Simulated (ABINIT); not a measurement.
An input for ABINIT 10.8.3 (BeTe (F-43m)):

```
acell 3*1.0 Angstrom
rprim 
  -0.000000000000 2.831458787600 2.831458787600
  2.831458787600 0.000000000000 2.831458787600
  2.831458787600 2.831458787600 0.000000000000
ntypat 2
znucl 4 52
natom 2
typat 1 2
xred 
  0.000000000000 0.000000000000 0.000000000000
  0.750000000000 0.750000000000 0.750000000000
pp_dirpath "pseudos"
pseudos "Be.upf, Te.upf"
ecut 38
ngkpt 4 4 4
nshiftk 1
shiftk 0 0 0
kptopt 1
chksymbreak 0
irdden 1
istwfk *1
nband 102
prtvol 0
optdriver 6
gwr_task "HDIAGO"
paral_kgb 0
occopt 1
indata_prefix "in"
outdata_prefix "out"
tmpdata_prefix "tmp"
```

```sh
OMP_NUM_THREADS=1 mpirun -n 8 abinit run.abi > log
```

Q: Estimate wall time and host memory on 8 MPI ranks of Arm Neoverse V2, shared host.

It took 29 s; on shared hardware allow 14 s to 57 s. Peak host memory was 5.5 GiB.

[Paths, hosts, dates, memory and timing lines, banners, echoed tables and standing remarks are left out of the program output.]

[Logs are printed without paths, hosts, clocks, repeated set-up lines and the standing remarks that a program may print on its own settings, such as how far it seeks lower states.]

[Runs of the session that timed out or met a known fault of the program may be left out.]

[Hosts, paths, dates, database ids (printed as entryN), source tags and the programs' standing remarks are cut or masked in the printed files.]

[G0W0 gaps are taken among the corrected bands and points alone; a level outside them can change the order at an edge.]

[Where Ansatz stands beside ABINIT at settings called matched, ABINIT's density can come from a denser mesh and the files from another edition; pairs whose starting gaps differed by over 0.03 eV were left out, so agreement reads better than it is.]
